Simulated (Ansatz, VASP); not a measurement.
**Nb: VASP beside Ansatz**

```
Nb
1.0
     0.00000    2.10933    2.10933
     2.10933    0.00000    2.10933
     2.10933    2.10933    0.00000
Nb
1
Direct
  0.00000 0.00000 0.00000
```

Alike in both runs: functional PBE; k mesh 17 × 17 × 17; occupations fermi-dirac, width 0.05 eV; no spin polarisation.

Ansatz relaxed the structure, and its values are those at the end. VASP's run is a single point on that final structure, the one shown.

|  | VASP | Ansatz |
| --- | --- | --- |
| version | VASP 6.6.1 | Ansatz 0.2.0 |
| potentials or method | VASP PAW PBE potentials, release 64 (Nb_sv), cutoff 520 eV | all-electron LAPW, scalar-relativistic |

|  | VASP | Ansatz | Ansatz less VASP |
| --- | --- | --- | --- |
| pressure (GPa) | -0.3 | 0.0 | +0.30 |

Ansatz ran all-electron here, so the differences hold the error of VASP's frozen core and of both bases.
